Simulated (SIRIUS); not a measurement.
# Sb (Pm-3m) in SIRIUS: convergence with gk cutoff, part 2 of 2

SIRIUS 7.12.0.

## 8. With gk cutoff 3.8 1/bohr

File sirius.json:

```json
{
  "control": {
    "processing_unit": "cpu",
    "std_evp_solver_name": "lapack",
    "gen_evp_solver_name": "lapack",
    "verbosity": 2,
    "print_forces": true,
    "ortho_rf": true,
    "use_second_variation": true,
    "rmt_max": 3.0,
    "num_bands_to_print": 18,
    "save_wf": true
  },
  "parameters": {
    "electronic_structure_method": "full_potential_lapwlo",
    "xc_functionals": ["XC_GGA_X_PBE", "XC_GGA_C_PBE"],
    "core_relativity": "dirac",
    "valence_relativity": "iora",
    "num_fv_states": 18,
    "smearing": "fermi_dirac",
    "smearing_width": 0.0018374661,
    "pw_cutoff": 20,
    "gk_cutoff": 3.8,
    "lmax_apw": 11,
    "lmax_rho": 8,
    "lmax_pot": 8,
    "num_mag_dims": 0,
    "auto_rmt": 0,
    "ngridk": [8, 8, 8],
    "shiftk": [0, 0, 0],
    "num_dft_iter": 80,
    "energy_tol": 1e-07,
    "density_tol": 1e-05,
    "use_symmetry": true
  },
  "settings": {"tol_ne": 1e-10},
  "iterative_solver": {"type": "exact"},
  "mixer": {"type": "anderson", "beta": 0.5, "max_history": 8},
  "unit_cell": {
    "lattice_vectors": [[5.9715345538, 0.0, 0.0], [0.0, 5.9715345538, 0.0], [0.0, 0.0, 5.9715345538]],
    "atom_types": ["Sb"],
    "atom_files": {"Sb": "Sb.json"},
    "atoms": {"Sb": [[0.0, 0.0, 0.0]]}
  }
}
```

File Sb.json:

```json
{
  "name": "antimony",
  "symbol": "Sb",
  "number": 51,
  "mass": 121.76,
  "rmin": 1e-06,
  "rmt": 2.54,
  "nrmt": 800,
  "rinf": 15.52,
  "core": "1s2s2p3s3p3d",
  "valence": [
    {"basis": [{"enu": -0.03, "dme": 0, "n": 0, "auto": 0}, {"enu": -0.03, "dme": 1, "n": 0, "auto": 0}]},
    {"l": 0, "n": 1, "basis": [{"enu": -0.0281, "dme": 0, "n": 0, "auto": 0}]},
    {"l": 1, "n": 2, "basis": [{"enu": 0.07, "dme": 0, "n": 0, "auto": 0}]},
    {"l": 2, "n": 3, "basis": [{"enu": 0.07, "dme": 0, "n": 0, "auto": 0}]},
    {"l": 3, "n": 4, "basis": [{"enu": 0.07, "dme": 0, "n": 0, "auto": 0}]}
  ],
  "lo": [
    {
      "l": 0,
      "basis": [{"enu": -0.0281, "dme": 0, "n": 0, "auto": 0}, {"enu": -0.0281, "dme": 1, "n": 0, "auto": 0}]
    },
    {
      "l": 0,
      "basis": [{"enu": -5.187, "dme": 0, "n": 4, "auto": 1}, {"enu": -5.187, "dme": 1, "n": 4, "auto": 1}]
    },
    {
      "l": 0,
      "basis": [{"enu": -5.187, "dme": 1, "n": 4, "auto": 1}, {"enu": -0.0281, "dme": 0, "n": 0, "auto": 0}]
    },
    {
      "l": 0,
      "basis": [{"enu": -0.0281, "dme": 0, "n": 0, "auto": 0}, {"enu": 2.452, "dme": 0, "n": 0, "auto": 0}]
    },
    {"l": 1, "basis": [{"enu": 0.07, "dme": 0, "n": 0, "auto": 0}, {"enu": 0.07, "dme": 1, "n": 0, "auto": 0}]},
    {
      "l": 1,
      "basis": [{"enu": -3.475, "dme": 0, "n": 4, "auto": 1}, {"enu": -3.475, "dme": 1, "n": 4, "auto": 1}]
    },
    {"l": 1, "basis": [{"enu": -3.475, "dme": 1, "n": 4, "auto": 1}, {"enu": 0.07, "dme": 0, "n": 0, "auto": 0}]},
    {"l": 1, "basis": [{"enu": 0.07, "dme": 0, "n": 0, "auto": 0}, {"enu": 2.922, "dme": 0, "n": 0, "auto": 0}]},
    {"l": 2, "basis": [{"enu": 0.07, "dme": 0, "n": 0, "auto": 0}, {"enu": 0.07, "dme": 1, "n": 0, "auto": 0}]},
    {
      "l": 2,
      "basis": [{"enu": -0.9818, "dme": 0, "n": 4, "auto": 1}, {"enu": -0.9818, "dme": 1, "n": 4, "auto": 1}]
    },
    {
      "l": 2,
      "basis": [{"enu": -0.9818, "dme": 1, "n": 4, "auto": 1}, {"enu": 0.07, "dme": 0, "n": 0, "auto": 0}]
    },
    {"l": 2, "basis": [{"enu": 0.07, "dme": 0, "n": 0, "auto": 0}, {"enu": 3.294, "dme": 0, "n": 0, "auto": 0}]},
    {"l": 3, "basis": [{"enu": 0.07, "dme": 0, "n": 0, "auto": 0}, {"enu": 0.07, "dme": 1, "n": 0, "auto": 0}]},
    {"l": 3, "basis": [{"enu": 0.07, "dme": 0, "n": 0, "auto": 0}, {"enu": 2.767, "dme": 0, "n": 0, "auto": 0}]}
  ],
  "free_atom": [... radial grid and density of the free atom, the start of the SCF ...]
}
```

File sirius_start.json:

```json
{
  "control": {
    "processing_unit": "cpu",
    "std_evp_solver_name": "lapack",
    "gen_evp_solver_name": "lapack",
    "verbosity": 1,
    "print_forces": false,
    "ortho_rf": true,
    "use_second_variation": true,
    "rmt_max": 3.0,
    "num_bands_to_print": 18,
    "save_wf": false
  },
  "parameters": {
    "electronic_structure_method": "full_potential_lapwlo",
    "xc_functionals": ["XC_LDA_X", "XC_LDA_C_PW"],
    "core_relativity": "dirac",
    "valence_relativity": "iora",
    "num_fv_states": 18,
    "smearing": "fermi_dirac",
    "smearing_width": 0.0055123983,
    "pw_cutoff": 20,
    "gk_cutoff": 2.65,
    "lmax_apw": 11,
    "lmax_rho": 8,
    "lmax_pot": 8,
    "num_mag_dims": 0,
    "auto_rmt": 0,
    "ngridk": [3, 3, 3],
    "shiftk": [0, 0, 0],
    "num_dft_iter": 30,
    "energy_tol": 0.01,
    "density_tol": 0.05,
    "use_symmetry": true
  },
  "settings": {"tol_ne": 1e-10},
  "iterative_solver": {"type": "exact"},
  "mixer": {"type": "anderson", "beta": 0.5, "max_history": 8},
  "unit_cell": {
    "lattice_vectors": [[5.9715345538, 0.0, 0.0], [0.0, 5.9715345538, 0.0], [0.0, 0.0, 5.9715345538]],
    "atom_types": ["Sb"],
    "atom_files": {"Sb": "Sb.json"},
    "atoms": {"Sb": [[0.0, 0.0, 0.0]]}
  }
}
```

Potentials or basis: all-electron FP-LAPW, apw+lo standard.

Command:

```sh
> OMP_NUM_THREADS=1 sirius.scf --input=sirius_start.json --output=start.json
> OMP_NUM_THREADS=1 sirius.scf --input=sirius.json --output=output.json --task=1
```

The program printed:

```text
[info] SIRIUS version : 7.12.0
[info] number of MPI ranks           : 1
[info] MPI grid                      : 1 1
[info] maximum number of OMP threads : 1
[fft] FFT context for density and potential
[fft] =====================================
[fft]   plane wave cutoff                     : 20
[fft]   grid size                             : 45 45 45   total : 91125
[fft]   grid limits                           : -22 22   -22 22   -22 22
[fft]   number of G-vectors within the cutoff : 28671
[fft]   number of G-shells                    : 783
[fft] FFT context for coarse grid
[fft] =====================================
[fft]   plane wave cutoff                     : 7.6
[fft]   grid size                             : 18 18 18   total : 5832
[fft]   grid limits                           : -8 9   -8 9   -8 9
[fft]   number of G-vectors within the cutoff : 1575
[fft]   number of G-shells                    : 64
[unit cell] lattice vectors
[unit cell]   a1 :       5.9715345538      0.0000000000      0.0000000000
[unit cell]   a2 :       0.0000000000      5.9715345538      0.0000000000
[unit cell]   a3 :       0.0000000000      0.0000000000      5.9715345538
[unit cell] reciprocal lattice vectors
[unit cell]   b1 :       1.0521893913      0.0000000000      0.0000000000
[unit cell]   b2 :       0.0000000000      1.0521893913      0.0000000000
[unit cell]   b3 :       0.0000000000      0.0000000000      1.0521893913
[unit cell] unit cell volume :       212.94029381 [a.u.^3]
[unit cell] 1/sqrt(omega)    :         0.06852848
[unit cell] MT volume        :        68.64197317 (32.24%)
[unit cell] IT volume        :       144.29832065 (67.76%)
[unit cell] number of atom types : 1
[unit cell] type id : 0 symbol : Sb mt_radius :   2.540000 num_atoms : 1
[unit cell] total number of atoms : 1
[unit cell] number of symmetry classes : 1
[unit cell] atom id  type id  class id             position                      vector_field
[unit cell] ------------------------------------------------------------------------------------------
[unit cell]      0        0        0      0.00000   0.00000   0.00000      0.00000   0.00000   0.00000
[unit cell] atom id         position (Cartesian, a.u.)
[unit cell] ---------------------------------------------
[unit cell]      0       0.000000    0.000000    0.000000
[unit cell] class id : 0 atom id : 0
[unit cell] minimum bond length:     5.971535
[sym] space group number   : 221
[sym] international symbol : Pm-3m
[sym] Hall symbol          : -P 4 2 3
[sym] space group transformation matrix :
[sym]   1.0000  0.0000  0.0000
[sym]   0.0000  1.0000  0.0000
[... 269 lines left out ...]
[generate_radial_functions] {l: 0, n: 4, enu: -5.10045, dme: 1, auto: 1}
[generate_radial_functions] {l: 1, n: 4, enu: -3.37155, dme: 0, auto: 1}
[generate_radial_functions] {l: 1, n: 4, enu: -3.37155, dme: 1, auto: 1}
[generate_radial_functions] {l: 1, n: 4, enu: -3.37155, dme: 1, auto: 1}
[generate_radial_functions] {l: 2, n: 4, enu: -0.864241, dme: 0, auto: 1}
[generate_radial_functions] {l: 2, n: 4, enu: -0.864241, dme: 1, auto: 1}
[generate_radial_functions] {l: 2, n: 4, enu: -0.864241, dme: 1, auto: 1}
[diagonalize] Lowest band energies
[diagonalize] ik:    0   -5.100451   -3.371496   -3.371496   -3.371496   -0.869036   -0.869036   -0.863769   -0.863769   -0.863769   -0.238310    0.316279    0.316279    0.316279    0.460646    0.460646    0.493010    0.880704    0.880704
[diagonalize] ik:    1   -5.100451   -3.371507   -3.371495   -3.371495   -0.869004   -0.868335   -0.863961   -0.863961   -0.863752   -0.230513    0.239916    0.323787    0.323787    0.467432    0.487260    0.564066    0.821007    0.826197
[diagonalize] ik:    2   -5.100449   -3.371535   -3.371493   -3.371493   -0.868930   -0.866648   -0.864432   -0.864432   -0.863704   -0.208045    0.134176    0.344317    0.344317    0.487466    0.510050    0.700853    0.733955    0.735376
[diagonalize] ik:    3   -5.100448   -3.371562   -3.371492   -3.371492   -0.868867   -0.864946   -0.864914   -0.864914   -0.863671   -0.176112    0.048598    0.370085    0.370085    0.518513    0.545894    0.659718    0.664782    0.664782
[diagonalize] ik:    4   -5.100448   -3.371574   -3.371491   -3.371491   -0.868839   -0.865108   -0.865108   -0.864240   -0.863656   -0.156411    0.010610    0.383379    0.383379    0.542420    0.584326    0.616704    0.621156    0.636335
[diagonalize] ...
[diagonalize] ik:   30   -5.100443   -3.371566   -3.371566   -3.371525   -0.866643   -0.865765   -0.865765   -0.863966   -0.861479   -0.038816    0.107749    0.107749    0.282039    0.319926    0.485692    0.485692    0.590315    0.905582
[diagonalize] ik:   31   -5.100443   -3.371554   -3.371554   -3.371554   -0.866143   -0.866124   -0.866124   -0.862573   -0.862573   -0.048182    0.152763    0.152763    0.177157    0.397575    0.428550    0.428550    0.586546    0.963074
[diagonalize] ik:   32   -5.100443   -3.371566   -3.371554   -3.371553   -0.866360   -0.866347   -0.866106   -0.862556   -0.861841   -0.026087    0.119163    0.166139    0.186046    0.373894    0.399352    0.443152    0.547415    0.979637
[diagonalize] ik:   33   -5.100442   -3.371565   -3.371565   -3.371553   -0.866594   -0.866329   -0.866329   -0.862190   -0.861462   -0.002523    0.132931    0.132931    0.190919    0.355435    0.413160    0.413160    0.506280    1.030557
[diagonalize] ik:   34   -5.100442   -3.371565   -3.371565   -3.371565   -0.866570   -0.866570   -0.866570   -0.861455   -0.861455    0.023309    0.146104    0.146104    0.146104    0.384150    0.384150    0.384150    0.461316    1.077586
[generate_core_charge_density] atom class : 0
[generate_core_charge_density]   n,l,k : 1 0 1  energy :       -1112.65959400
[generate_core_charge_density]   n,l,k : 2 0 1  energy :        -168.96455743
[generate_core_charge_density]   n,l,k : 2 1 1  energy :        -158.04881736
[generate_core_charge_density]   n,l,k : 2 1 2  energy :        -148.79319743
[generate_core_charge_density]   n,l,k : 3 0 1  energy :         -32.83694161
[generate_core_charge_density]   n,l,k : 3 1 1  energy :         -28.37561428
[generate_core_charge_density]   n,l,k : 3 1 2  energy :         -26.66750713
[generate_core_charge_density]   n,l,k : 3 2 2  energy :         -18.79214644
[generate_core_charge_density]   n,l,k : 3 2 3  energy :         -18.43712941
[find] Total energy                   :   -6483.58061063 (Ha),  -12967.16122125 (Ry)
[find] iteration : 1, RMS (target) : 1.5549e-01 (1.0000e-05) , energy difference (target) : 8.2590e-05 (1.0000e-07)
[find] Total energy                   :   -6483.58057999 (Ha),  -12967.16115998 (Ry)
[find] iteration : 2, RMS (target) : 3.1700e-03 (1.0000e-05) , energy difference (target) : 3.0637e-05 (1.0000e-07)
[find] Total energy                   :   -6483.58058232 (Ha),  -12967.16116463 (Ry)
[find] iteration : 3, RMS (target) : 1.0089e-03 (1.0000e-05) , energy difference (target) : -2.3254e-06 (1.0000e-07)
[find] Total energy                   :   -6483.58058442 (Ha),  -12967.16116885 (Ry)
[find] iteration : 4, RMS (target) : 9.9952e-05 (1.0000e-05) , energy difference (target) : -2.1073e-06 (1.0000e-07)
[... 12 lines left out ...]
[find] valence_eval_sum               :     -38.88644612
[find] core_eval_sum                  :   -3889.19754116
[find] kinetic energy                 :    6838.97877278
[find] enuc                           :   -7879.72522687
[find] <rho|V^{XC}>                   :    -222.79096398
[find] <rho|E^{XC}>                   :    -170.69824558
[find] <mag|B^{XC}>                   :       0.00000000
[find] <rho|V^{H}>                    :  -10544.27179608
[find] smearing (-TS)                 :      -0.00026619
[find] SCF correction                 :       0.00001350
[find] Total energy                   :   -6483.58058420 (Ha),  -12967.16116841 (Ry)
[find] Free energy (E-TS)             :   -6483.58085039 (Ha),  -12967.16170079 (Ry)
[find] band gap (eV)                  :       0.00000000
[find] Efermi                         :       0.20459388
[find] iteration : 6, RMS (target) : 4.1732e-07 (1.0000e-05) , energy difference (target) : -7.1223e-09 (1.0000e-07)
[find] converged after 7 SCF iterations!
[find] Charges and magnetic moments
[find] --------------------------------------------------------------------------------
[find] atom      charge    core leakage
[find] --------------------------------------------------------------------------------
[find]    0   48.733377    2.564281e-11
[find] total core leakage    : 2.56428092e-11
[find] interstitial charge   : 2.266622
[find] total charge          : 50.999998
[find] Energy
[find] --------------------------------------------------------------------------------
[find] valence_eval_sum               :     -38.88644612
[find] core_eval_sum                  :   -3889.19754116
[find] kinetic energy                 :    6838.97877278
[find] enuc                           :   -7879.72522687
[find] <rho|V^{XC}>                   :    -222.79096398
[find] <rho|E^{XC}>                   :    -170.69824558
[find] <mag|B^{XC}>                   :       0.00000000
[find] <rho|V^{H}>                    :  -10544.27179608
[find] smearing (-TS)                 :      -0.00026619
[find] SCF correction                 :       0.00001350
[find] Total energy                   :   -6483.58058420 (Ha),  -12967.16116841 (Ry)
[find] Free energy (E-TS)             :   -6483.58085039 (Ha),  -12967.16170079 (Ry)
[find] band gap (eV)                  :       0.00000000
[find] Efermi                         :       0.20459388
[ground_state]
[ground_state] ==== total Forces in Ha/bohr =====
[ground_state] atom:    0, force:       0.0000000      0.0000000      0.0000000
[ground_state] ==== contribution from density =====
[ground_state] atom:    0, force:       0.0000000      0.0000000      0.0000000
[ground_state] ==== contribution from Hartree potential =====
[ground_state] atom:    0, force:       0.0000000      0.0000000      0.0000000
[ground_state] ==== contribution from IBS =====
[ground_state] atom:    0, force:       0.0000000      0.0000000      0.0000000
```

It took 40 s on 1 thread of Intel Xeon Platinum 8488C (Sapphire Rapids), shared host; peak memory 0.38 GiB.

Results:

- Free energy: -176427.2228 eV
- Band gap on the k mesh: none (metal or under the smearing width)
- All electrons inside the program's atomic spheres: Sb 48.73 (radii Sb 2.54 bohr)

## 9. Result

```csv
gk cutoff,"energy less the tightest run, at zero smearing (meV/atom)",SCF cycles,CPU time (s),peak memory (GiB)
1.82 1/bohr,3198.04,7,32,0.3
2.15 1/bohr,1456.95,7,33,0.31
2.48 1/bohr,595.47,7,26,0.31
2.81 1/bohr,218.75,7,30,0.32
3.14 1/bohr,68.42,7,35,0.33
3.47 1/bohr,16.66,7,35,0.34
3.8 1/bohr,0.00,7,39,0.38
```

Not settled before the last step: the energy (to 1 meV/atom). The tightest run that finished is the yardstick and may itself not be fully converged.
